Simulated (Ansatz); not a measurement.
Bulk crystal (W) after relaxation:

```
CELL_PARAMETERS angstrom
-1.59178 1.59178 1.59178
1.59178 -1.59178 1.59178
1.59178 1.59178 -1.59178
ATOMIC_POSITIONS crystal
W 0.00000 0.00000 0.00000
```

Miller indices refer to the conventional cell of Im-3m (No. 229), a = 3.184 Å, b = 3.184 Å, c = 3.184 Å, α = 90.00°, β = 90.00°, γ = 90.00°.

Method: Ansatz 0.2.0, DFT PBE, scalar-relativistic, plane waves, PAW. Cutoff 420 eV, Gaussian smearing of 0.10 eV, no spin polarisation. A dipole correction acts along the normal.

A relaxed slab with low-index faces, about a nanometre thick, has these properties:

- Surface energy (mean of both faces): 3.31 J/m²
- Work function: 4.77 eV

(1) Which low-index plane was cut?

Spin-orbit coupling is left out, which matters for the bands of heavy elements.

Results:

(1) The (110) plane.